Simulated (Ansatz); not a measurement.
# Cl (Cmce) in Ansatz: equation of state

How stiff is Cl in PBE, and what volume does it want? The cell is scaled to several volumes.

Program: Ansatz 0.2.0. These are calculated values, not measurements. Logs are shortened: lines on timing, memory, paths and dates and some standing lists are left out, and cuts for length are marked.

## Step 1: The crystal as given

The structure is orthorhombic, space group Cmce (No. 64). Conventional cell: a = 6.290 Å, b = 4.500 Å, c = 8.210 Å, α = 90.00°, β = 90.00°, γ = 90.00°. Cl (site symmetry m) has 1 Cl at 2.02 Å as nearest neighbours.

## Step 2: Equation of state, PBE

Potentials or basis: all-electron LAPW, scalar-relativistic.

No new run: the results of the series are fitted here.

Results:

* Equilibrium volume: 29.76 Å³/atom
* Bulk modulus at fixed shape and positions: 26 GPa
* Pressure derivative of the bulk modulus: 4.5

Energy against volume, from the lowest point:
```tsv
volume (Å³/atom)	energy (meV/atom)
27.305	19.16
27.886	10.72
28.467	4.88
29.048	1.39
29.629	0.00
30.210	0.50
30.791	2.70
```

Caveat: the cell was scaled at fixed shape and fractional positions, which overstates the stiffness of a crystal with free parameters, most of all of layers and chains.
